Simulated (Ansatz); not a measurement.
# How far is PAW off for Ge?

```
Ge
1.0
     0.00000    2.82877    2.82877
     2.82877    0.00000    2.82877
     2.82877    2.82877    0.00000
Ge
2
Direct
  0.50000 0.50000 0.50000
  0.75000 0.75000 0.75000
```

Atoms are numbered in the order listed.

The cell is a measured one (Crystallography Open Database entry 9011050); the temperature and pressure of the measurement aren't taken into account, and nothing was relaxed.

Levels of theory: DFT, PBE, PAW with Ansatz's default frozen-core files, scalar-relativistic (Ansatz 0.2.0); DFT, PBE, all-electron PAW with datasets made for the crystal, scalar-relativistic (Ansatz 0.2.0); DFT, PBE, all-electron LAPW, scalar-relativistic (Ansatz 0.2.0).

For PAW: a Γ-centred 10×10×10 k mesh, Fermi–Dirac smearing of 0.05 eV, cutoff 420 eV, no spin polarisation. The crystal-made all-electron datasets (AE datasets) take a cutoff of 140 eV at this cell. LAPW targets a basis error of 0.25 meV/atom. The Ansatz runs share mesh, smearing and spin set-up. Plane-wave (PAW) pressures include the program's estimate of the Pulay term.

Stress and pressure are positive in compression.

Levels count from the top of the valence band.

| quantity | PAW | AE datasets | LAPW |
| --- | --- | --- | --- |
| pressure (GPa) | 3.65 | 3.65 | 3.65 |
| band gap (eV) | ? | 0.037 | 0.037 |
| highest filled level at X (eV) | -3.074 | -3.073 | -3.073 |
| lowest empty level at X (eV) | 0.751 | 0.752 | 0.752 |
| highest filled level at L (eV) | -1.406 | -1.405 | -1.405 |
| lowest empty level at L (eV) | 0.181 | 0.185 | 0.185 |
| highest filled level at K (eV) | -2.634 | -2.633 | -2.633 |
| lowest empty level at K (eV) | 1.158 | 1.160 | 1.160 |

(1) Give the missing entry: row "band gap (eV)", column "PAW".

Results:

(1) 0.031.
